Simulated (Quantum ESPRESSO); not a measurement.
Runs of Quantum ESPRESSO 7.5 on TiNi. Symmetry: P4/mmm, No. 123, tetragonal system. Conventional cell: a = 2.736 Å, b = 2.736 Å, c = 3.581 Å, α = 90.00°, β = 90.00°, γ = 90.00°. Around Ni (site symmetry 4/mmm) lie 8 Ti at 2.64 Å and 4 Ni at 2.74 Å. Around Ti (site symmetry 4/mmm) lie 8 Ni at 2.64 Å and 4 Ti at 2.74 Å. The cell comes from a database or a generator and needn't be the stable form of this composition.

```tsv
level	U	gap on the mesh (eV)	pressure (GPa)	moment (μB)
PBEsol+U	Ni d U = 5 eV, Ti d U = 5 eV	none	(c)	0.15
PBEsol+U	Ni d U = 8 eV, Ti d U = 8 eV	none	(a)	0.11
PBEsol+U	Ni d U = 6 eV, Ti d U = 6 eV	none	4.5	0.32
PBEsol+U	Ni d U = 2 eV, Ti d U = 2 eV	none	(b)	0.00
PBEsol+U	Ni d U = 1 eV, Ti d U = 1 eV	none	(d)	0.07
PBEsol+U	Ni d U = 3 eV, Ti d U = 3 eV	none	-1.8	0.00
PBEsol	-	none	-5.9	0.00
```

Alike in all rows: task projected density of states; potentials or basis GBRV 1.5 PBEsol; spin collinear, antiferromagnetic start; cell as given; k mesh 4 × 4 × 4; cutoff (eV) 612; smearing fermi-dirac 0.05 eV; the mesh is coarse, so values aren't converged.

Problem. Estimate the missing entries.

Solution. (a) 6.8; (b) -3.3; (c) 1.5; (d) -4.4.

Caveats: all runs use coarse meshes; the U is typed as a test and isn't derived for this compound (some runs).

A k mesh can miss the band edges.

A gap of «none» marks a metal or a gap under the smearing width.

Not every run made on this cell is shown here.
